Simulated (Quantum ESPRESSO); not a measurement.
# NbAs under changes of volume

One of the cells (17.395 Å³/atom); the others are scaled copies at fixed shape and fractional positions:

```
CELL_PARAMETERS angstrom
-1.72585 1.72585 5.84000
1.72585 -1.72585 5.84000
1.72585 1.72585 -5.84000
ATOMIC_POSITIONS crystal
Nb 0.50000 0.00000 0.50000
Nb 0.75000 0.75000 0.00000
As 0.91600 0.41600 0.50000
As 0.16600 0.16600 0.00000
```

```yaml
Program: Quantum ESPRESSO 7.5
Functional: LDA
Potentials_or_basis: GBRV 1.5 LDA
Cutoff: 612 eV
Density_cutoff: 4898 eV
k_mesh: 11 × 11 × 11
Occupations: fermi-dirac, width 0.05 eV
Spin: no spin polarisation
```

| volume (Å³/atom) | energy over the lowest point (meV/atom) | pressure (GPa) | largest force (eV/Å) |
| --- | --- | --- | --- |
| 16.351 | ? | ? | ? |
| 16.699 | 1.34 | 2.4 | 0.331 |
| 17.047 | 0.00 | -1.5 | 0.304 |
| 17.395 | 6.71 | -5.0 | 0.278 |
| 17.743 | 20.63 | -8.1 | 0.254 |
| 18.091 | 41.01 | -10.9 | 0.231 |
| 18.438 | 67.15 | -13.4 | 0.210 |

Question: What does the run at 16.351 Å³/atom give?

Answer: Energy over the lowest point 11.69 meV/atom; pressure 6.8 GPa; largest force 0.361 eV/Å.

Worked out: A Birch-Murnaghan fit of order 3 (a polynomial in V^(-2/3)) to the other rows has its minimum at 16.93 Å³/atom with B0 = V·E''(V) = 187 GPa and B' = 4.3 at fixed shape and positions, which overstates the stiffness. It gives 11.62 meV/atom at 16.351 Å³/atom, against the run's 11.69, and -dE/dV = 7.0 GPa, against 6.8.

Energies are extrapolated to zero smearing.
